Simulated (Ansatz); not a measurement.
C: a fit and a missing row

C, Fd-3m, a = 3.560 Å. Ansatz: r2SCAN, PAW, 500 eV, Γ-centred 12×12×12 mesh on 2 atoms, Gaussian smearing 0.02 eV; no spin polarisation. Symmetry fixes shape and atoms, so the cell is only scaled; pressure is positive in compression.

| V (Å³/atom) | P (GPa) |
| --- | --- |
| 5.303 | 31.22 |
| 5.472 | 14.52 |
| 5.641 | 0.01 |
| 5.810 | ? |
| 5.980 | -23.59 |

Task: Take V0 = 5.641 Å³/atom, count pressures from its P0 = 0.01 GPa, fit the third-order Birch–Murnaghan form to the other rows, and predict the missing pressure.

Result: With the Eulerian strain f = ½[(V0/V)^(2/3) − 1] and y = (P − P0)/[3f(1 + 2f)^(5/2)], the form is the line y = B0 + 1.5 B0 (B0′ − 4) f. Rows (f, y): 0.02103, 446.3; 0.01024, 449.0; -0.01908, 454.4. Means f = 0.004063, y = 449.90; Σ(Δf)² = 0.0008616, ΣΔfΔy = -0.1708; the slope is their ratio. y = 450.7 − 198.2 f GPa, so B0 = 450.7 GPa and B0′ = 4 + 2 × (-198.2)/(3 × 450.7) = 3.71. At V = 5.810, f = -0.00974, y = 452.63 and P = -12.58 GPa. The run gave -12.62 GPa, so the fit is 0.04 GPa too high, a small miss on the scale of the series.

Cost: 5 runs of about 0.24 core-minutes in all, on Intel Xeon Platinum 8259CL (Skylake/Cascade Lake) (shared hosts).